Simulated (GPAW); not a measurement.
Runs of GPAW 26.7.0 on KBr. It takes space group Fm-3m (No. 225, cubic). The conventional cell has a = 6.600 Å, b = 6.600 Å, c = 6.600 Å, α = 90.00°, β = 90.00°, γ = 90.00°. Br (site symmetry m-3m) is surrounded by 6 K at 3.30 Å. Around K (site symmetry m-3m) lie 6 Br at 3.30 Å. 

| task | level | potentials or basis | spin | cell | k mesh | cutoff (eV) | maxiter | optimizer | fmax | max steps | convergence | gap on the mesh (eV) | pressure (GPa) |
| --- | --- | --- | --- | --- | --- | --- | --- | --- | --- | --- | --- | --- | --- |
| relaxation of cell and atoms | RPBE | the program's PAW data sets (release 1.2.1) made for this functional, pw | off | relaxed | 7 × 7 × 7 | 600 | 150 | BFGS | 0.05 eV/Å | 60 | density=1e-05 forces=0.0001 | 4.41 | 0.0 |
| single point | LDA | JTH PAW 2.0, LDA, pw | off | as given | 6 × 6 × 6 | 500 | 80 | - | - | - | - | (b) | -1.6 |
| band structure | PBE | GPAW PAW data sets (gpaw-data 1.2.1), pw | SOC, no magnetisation | as given | 5 × 5 × 5 | 600 | 150 | - | - | - | - | 4.27 | 0.7 |
| band structure | revPBE | the program's PAW data sets (release 1.2.1) made for this functional, pw | off | as given | 7 × 7 × 7 | 600 | 150 | - | - | - | - | 4.73 | 1.8 |
| band structure | PBE | GPAW PAW data sets (gpaw-data 1.2.1), pw | off | as given | 7 × 7 × 7 | 600 | 150 | - | - | - | - | (a) | 0.7 |

Alike in all rows: smearing fermi-dirac 0.05 eV.

Problem. Fill in the values left out.

Solution. (a) 4.44; (b) 4.03.

Caveats: later steps reuse the first step's grids (some runs); an odd mesh through Γ misses points on the zone boundary, where band edges often lie (some runs); the cutoff is short for stress and forces, so pressures can be off by a GPa or more (some runs); the program truncates these outside data sets (some runs); spin-orbit coupling was added after a scalar SCF, so levels and gaps hold it while energy, forces, pressure and moments don't (some runs); this program's spin-orbit splittings come out too wide for heavy elements (some runs).

A k mesh can miss the band edges, and rows without SOC leave out spin-orbit coupling on Br.
